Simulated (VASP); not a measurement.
# WS2 in VASP: further runs

Runs on WS2. Level: LDA. Tasks: single point.

Everything below comes from runs of VASP 6.6.1. Logs are shortened: lines on timing, memory, paths and dates and some standing lists are left out, and cuts for length are marked.

### Step 1. The structure

The cell holds a slab with vacuum, 9 atoms: a = 3.183 Å, b = 3.183 Å, c = 28.532 Å, α = 90.00°, β = 90.00°, γ = 120.00°.

### Step 2. Single point, LDA

File INCAR:

```
SYSTEM = WS2
PREC = Accurate
ENCUT = 520
EDIFF = 1E-6
ISMEAR = 0
SIGMA = 0.05
LREAL = .FALSE.
LASPH = .TRUE.
NELM = 60
ALGO = Normal
ISIF = 2
LWAVE = .FALSE.
LCHARG = .FALSE.
```

File KPOINTS:

```
regular mesh
0
G
  10 10 1
  0 0 0
```

File POSCAR:

```
WS2
1.0
    3.1829541699      0.0000000000      0.0000000000
   -1.5914770850      2.7565191702      0.0000000000
    0.0000000000      0.0000000000     28.5322178600
W S
3 6
Cartesian
    1.5914770851      0.9188397233     12.3933020838
    1.5914770851      0.9188397233     25.2662427333
    0.0000000000      0.0000000000     18.8109040529
    1.5914770851      0.9188397233     17.2512982154
    0.0000000000      0.0000000000     10.8339755767
    0.0000000000      0.0000000000     23.7059441336
    1.5914770851      0.9188397233     20.3706399973
    0.0000000000      0.0000000000     13.9531224836
    0.0000000000      0.0000000000     26.8255840772
```

Potentials or basis: VASP PAW LDA potentials, release 64 (W_sv, S).

The run is started by

```
$ cat potpaw_LDA.64/W_sv/POTCAR potpaw_LDA.64/S/POTCAR > POTCAR
$ mpirun -np 1 vasp_std > vasp.out
```

OUTCAR:

```text
SYSTEM = WS2
   PREC = Accurate
   ENCUT = 520
   EDIFF = 1E-6
   ISMEAR = 0
   LREAL = .FALSE.
   LASPH = .TRUE.
   NELM = 60
   ISIF = 2

 ion  position               nearest neighbor table
   1  0.667  0.333  0.434-   5 2.41   5 2.41   5 2.41   8 2.41   8 2.41   8 2.41
   2  0.667  0.333  0.886-   9 2.41   9 2.41   9 2.41   6 2.41   6 2.41   6 2.41
   3  0.000  0.000  0.659-   4 2.41   4 2.41   4 2.41   7 2.41   7 2.41   7 2.41
   4  0.667  0.333  0.605-   3 2.41   3 2.41   3 2.41
   5  0.000  0.000  0.380-   1 2.41   1 2.41   1 2.41
   6  0.000  0.000  0.831-   2 2.41   2 2.41   2 2.41
   7  0.667  0.333  0.714-   3 2.41   3 2.41   3 2.41
   8  0.000  0.000  0.489-   1 2.41   1 2.41   1 2.41
   9  0.000  0.000  0.940-   2 2.41   2 2.41   2 2.41

  LATTYP: Found a hexagonal cell.
 ALAT       =     3.1829541699
 C/A-ratio  =     8.9640680754

  Lattice vectors:

 A1 = (   3.1829541699,   0.0000000000,   0.0000000000)
 A2 = (  -1.5914770850,   2.7565191702,   0.0000000000)
 A3 = (   0.0000000000,   0.0000000000,  28.5322178600)

Analysis of symmetry for initial positions (statically):
=====================================================================
 Subroutine PRICEL returns:
 Original cell was already a primitive cell.

 Routine SETGRP: Setting up the symmetry group for a
 hexagonal supercell.

 Subroutine GETGRP returns: Found  6 space group operations
 (whereof  6 operations were pure point group operations)
 out of a pool of 24 trial point group operations.

The static configuration has the point symmetry C_3v.

Analysis of symmetry for dynamics (positions and initial velocities):
=====================================================================
 Subroutine PRICEL returns:
 Original cell was already a primitive cell.

 Routine SETGRP: Setting up the symmetry group for a
 hexagonal supercell.

 Subroutine GETGRP returns: Found  6 space group operations
 (whereof  6 operations were pure point group operations)
 out of a pool of 24 trial point group operations.

The dynamic configuration has the point symmetry C_3v.

 Subroutine INISYM returns: Found  6 space group operations
 (whereof  6 operations are pure point group operations),
 and found     1 'primitive' translations

----------------------------------------------------------------------------------------
[... 102 lines left out ...]
   ISIF   =      2    stress and relaxation
   ISYM   =      2    0-nonsym 1-usesym 2-fastsym
   POTIM  = 0.5000    time-step for ionic-motion
   TEBEG  =    0.0;   TEEND  =   0.0 temperature during run
   PSTRESS=    0.0 pullay stress
   NELECT =      78.0000    total number of electrons
   NUPDOWN=      -1.0000    fix difference up-down
   EMIN   =  10.00;   EMAX   =-10.00  energy-range for DOS
   EFERMI =   0.00;   METHOD = LEGACY
   ISMEAR =     0;   SIGMA  =   0.05  broadening in eV -4-tet -1-fermi 0-gaus
   EFERMI_NEDOS =   21; number of points for ismear=-14 and -15
   IALGO  =     38    algorithm
   IMIX   =      4    mixing-type and parameters
     AMIX     =   0.40;   BMIX     =  1.00
     AMIX_MAG =   1.60;   BMIX_MAG =  1.00
  volume/ion in A,a.u.               =      27.82       187.71
  Fermi-wavevector in a.u.,A,eV,Ry     =   1.109849  2.097311 16.759190  1.231766
  Thomas-Fermi vector in A             =   2.246394
   LORBIT       =      0    0 simple, 1 ext, 2 COOP (PROOUT), +10 PAW based schemes
   GGA     = CA    functional components
   LHFCALC =     F    Hartree Fock is set to
   AEXX    =    0.0000 exact exchange contribution
   IVDW    =     0    specifies the selected vdW correction
   LEPSILON=     F    determine dielectric tensor
   LRPA    =     F    only Hartree local field effects (RPA)
 non-spin polarized calculation
 Gauss-broadening in eV      SIGMA  =   0.05
  energy-cutoff  :      520.00
  volume of cell :      250.34
 maximum number of plane-waves:      6792
 NGX is ok and might be reduce to    24
   NGX = 11   NGY = 11   NGZ =107

 number of electron      78.0000002 magnetization

 Free energy of the ion-electron system (eV)
  ---------------------------------------------------
  ext. energy  EPLUGINS =         0.00000000
  ---------------------------------------------------
  free energy    TOTEN  =       -78.53605633 eV

  energy without entropy =      -78.53605633  energy(sigma->0) =      -78.53605633

 E-fermi :   2.8046     XC(G=0):  -7.6576

 val. band max:        2.5478409597   @ k =   0.0000   0.0000   0.0000
 cond. band min:       3.9520120295   @ k =   0.2000   0.2000   0.0000
 fundamental gap:      1.4041710699
 Fermi energy:         2.8046139877

 k-point     1 :       0.0000    0.0000    0.0000
  band No.  band energies     occupation
      1     -71.4523      2.00000
      2     -71.4513      2.00000
      3     -71.4511      2.00000
      4     -35.9607      2.00000
      5     -35.9597      2.00000
      6     -35.9594      2.00000
[... 675 lines left out ...]
     45       5.7395      0.00000
     46       5.8373      0.00000

------------------------ aborting loop because EDIFF is reached ----------------------------------------

  FORCE on cell =-STRESS in cart. coord.  units (eV):
  Direction    XX          YY          ZZ          XY          YZ          ZX
  --------------------------------------------------------------------------------------
  -------------------------------------------------------------------------------------
  Total       -6.3039066     -6.3039066     -3.9259269      0.0000000      0.0000000      0.0000000
  in kB      -40.3453438    -40.3453438    -25.1261450      0.0000000      0.0000000      0.0000000
  external PRESSURE =     -35.2722775 kB  Pullay stress =       0.0000000 kB

 VOLUME and BASIS-vectors are now :
 -----------------------------------------------------------------------------
  energy-cutoff  :      520.00
  volume of cell :      250.34
      direct lattice vectors                 reciprocal lattice vectors
     3.182954170  0.000000000  0.000000000     0.314173547  0.181388182  0.000000000
    -1.591477085  2.756519170  0.000000000     0.000000000  0.362776363  0.000000000
     0.000000000  0.000000000 28.532217860     0.000000000  0.000000000  0.035048099

 POSITION                                       TOTAL-FORCE (eV/Angst)
 -----------------------------------------------------------------------------------
      1.59148      0.91884     12.39330         0.000000     -0.000000     -0.004304
      1.59148      0.91884     25.26624         0.000000     -0.000000     -0.004745
      0.00000      0.00000     18.81090        -0.000000     -0.000000      0.003866
      1.59148      0.91884     17.25130        -0.000000     -0.000000      0.266788
      0.00000      0.00000     10.83398         0.000000     -0.000000      0.353266
      0.00000      0.00000     23.70594         0.000000      0.000000      0.277280
      1.59148      0.91884     20.37064        -0.000000      0.000000     -0.268773
      0.00000      0.00000     13.95312        -0.000000      0.000000     -0.268880
      0.00000      0.00000     26.82558         0.000000     -0.000000     -0.354497
 -----------------------------------------------------------------------------------
    total drift:                               -0.000000      0.000000     -0.000260

  FREE ENERGIE OF THE ION-ELECTRON SYSTEM (eV)
  ---------------------------------------------------
  free  energy   TOTEN  =       -78.5360563326 eV

  energy  without entropy=      -78.5360563326  energy(sigma->0) =      -78.53605633
```

stdout:

```text
POSCAR found type information on POSCAR W S
 POSCAR found :  2 types and       9 ions
 scaLAPACK will be used
 LDA part: xc-table for (Slater(with rela. corr.)+CA(PZ))
 , standard interpolation
 POSCAR, INCAR and KPOINTS ok, starting setup
 FFT: planning ... GRIDC
 FFT: planning ... GRID_SOFT
 FFT: planning ... GRID
 WAVECAR not read
 entering main loop
```

Wall time 2.4 min (1 thread of Intel Xeon Platinum 8488C (Sapphire Rapids), shared host); peak memory 0.34 GiB.

Results:

* Free energy: -78.5361 eV
* Largest force: 0.354 eV/Å
* Band gap on the k mesh: 1.40 eV, indirect (least direct gap 2.10 eV)

Forces on the atoms (eV/Å):
```
W    0.000  0.000 -0.004
W    0.000  0.000 -0.005
W    0.000  0.000  0.004
S    0.000  0.000  0.267
S    0.000  0.000  0.353
S    0.000  0.000  0.277
S    0.000  0.000 -0.269
S    0.000  0.000 -0.269
S    0.000  0.000 -0.354
```

Caveat: spin-orbit coupling is left out, which moves the levels of the heavy elements.

### Step 3. Single point, LDA

File run.py:

```python
from ase.calculators.vasp import Vasp
from ase.dft.bandgap import bandgap
from ase.io import read

atoms = read('WS2.cif')
calc = Vasp(
    directory='calc',
    xc='lda',
    pp='LDA',
    setups={'base': 'minimal', 'W': '_sv'},
    prec='Accurate',
    encut=520,
    ediff=1e-07,
    ismear=0,
    sigma=0.05,
    lreal=False,
    lasph=True,
    nelm=60,
    algo='Normal',
    isif=2,
    lwave=False,
    lcharg=False,
    kpts=[10, 10, 1],
    gamma=True,
)
atoms.calc = calc

print('energy (eV):', atoms.get_potential_energy())
print('free energy (eV):', atoms.get_potential_energy(force_consistent=True))
print('forces (eV/A):')
print(atoms.get_forces())
print('stress (eV/A^3, Voigt):', atoms.get_stress())
print('Fermi level (eV):', calc.get_fermi_level())
gap, top, bottom = bandgap(calc)
print('band gap (eV):', gap, 'from (spin, k, band)', top, 'to', bottom)
```

File WS2.cif:

```cif
data_WS2
_cell_length_a 3.18295417
_cell_length_b 3.18295417
_cell_length_c 28.53221786
_cell_angle_alpha 90.00000000
_cell_angle_beta 90.00000000
_cell_angle_gamma 120.00000000
_space_group_name_H-M_alt 'P1'
_space_group_name_Hall 'P 1'
_space_group_IT_number 1
loop_
_space_group_symop_operation_xyz
'x,y,z'
loop_
_atom_site_label
_atom_site_type_symbol
_atom_site_symmetry_multiplicity
_atom_site_Wyckoff_symbol
_atom_site_fract_x
_atom_site_fract_y
_atom_site_fract_z
_atom_site_occupancy
W1 W 1 a 0.6666666667 0.3333333333 0.4343616800 1
W2 W 1 a 0.6666666667 0.3333333333 0.8855337800 1
W3 W 1 a 0.0000000000 0.0000000000 0.6592864300 1
S1 S 1 a 0.6666666667 0.3333333333 0.6046252100 1
S2 S 1 a 0.0000000000 0.0000000000 0.3797102500 1
S3 S 1 a 0.0000000000 0.0000000000 0.8308482800 1
S4 S 1 a 0.6666666667 0.3333333333 0.7139522100 1
S5 S 1 a 0.0000000000 0.0000000000 0.4890304200 1
S6 S 1 a 0.0000000000 0.0000000000 0.9401857300 1
```

Potentials or basis: VASP PAW LDA potentials, release 64 (W_sv, S).

The run is started by

```
$ python run.py
```

It took 4 min on 1 thread of Intel Xeon Platinum 8488C (Sapphire Rapids), shared host; peak memory 0.33 GiB.

Results (log left out):

```
Free energy            : -78.5361 eV
Largest force          : 0.354 eV/Å
Band gap on the k mesh : 1.40 eV, indirect (least direct gap 2.10 eV)
```

Forces on the atoms (eV/Å):
```
W    0.000  0.000 -0.004
W    0.000  0.000 -0.005
W    0.000  0.000  0.004
S    0.000  0.000  0.267
S    0.000  0.000  0.353
S    0.000  0.000  0.277
S    0.000  0.000 -0.269
S    0.000  0.000 -0.269
S    0.000  0.000 -0.354
```

Levels at points of the mesh, in eV from the valence-band top:
```csv
k point,band 37,band 38,band 39,band 40,band 41,band 42
"(0.00, 0.00, 0.00)",-0.73,-0.31,0.00,2.43,2.43,2.43
"(0.50, 0.00, 0.00)",-1.39,-1.35,-1.32,2.34,2.36,2.36
```

Caveat: spin-orbit coupling is left out, which moves the levels of the heavy elements. As with any semilocal functional, this LDA gap is likely too small.

### Step 4. For comparison

An earlier run on the cell as given: functional PBEsol; potentials or basis VASP PAW PBE potentials, release 64 (W_sv, S); cutoff 520 eV; k mesh 10 × 10 × 1; occupations fermi-dirac, width 0.05 eV; no spin polarisation.

- Largest force: 0.101 eV/Å
- Band gap on the k mesh: 1.45 eV, indirect (least direct gap 2.11 eV)
